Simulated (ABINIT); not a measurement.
GaN, 2 atoms in the cell. It takes space group F-43m (No. 216, cubic). The conventional cell has a = 4.507 Å, b = 4.507 Å, c = 4.507 Å, α = 90.00°, β = 90.00°, γ = 90.00°. Ga (site symmetry -43m) has 4 N at 1.95 Å as nearest neighbours. N (site symmetry -43m) has 4 Ga at 1.95 Å as nearest neighbours. The cell is a database's computed one.

| Item | Value |
| --- | --- |
| Program | ABINIT 10.8.3 (patched build) |
| Task | COHSEX levels |
| Functional | PBE |
| Potentials or basis | PseudoDojo NC SR PBE v0.4.1 standard |
| Cutoff | 980 eV |
| k mesh | 4 × 4 × 4 |
| Occupations | fixed |
| Spin | no spin polarisation |
| Cutoff of the screening (Ha) | 12.6 |
| Bands in the sums | 77 |
| Wave-function cutoff in the screening (Ha) | 25.2 |
| Iterations | 1 |
| Scheme | COHSEX one shot |
| Bands updated | 17 |
| Frequency treatment | static |

Potentials or basis: PseudoDojo NC SR PBE v0.4.1 standard.

The run is started by

```console
$ abinit run.abi > log 2>&1
```

Hardware: 1 thread of Intel(R) Xeon(R) Processor @ 2.50GHz (Skylake/Cascade Lake), on a shared host.

**Question.** Estimate the wall time of this run.

**Answer.** Run time: 2.4 min on 1 thread of Intel(R) Xeon(R) Processor @ 2.50GHz (Skylake/Cascade Lake), on a shared host, peak memory 0.21 GiB. Counts: scf iterations 17, mpi ranks 1, k points 8, bands 83, plane waves 1639.
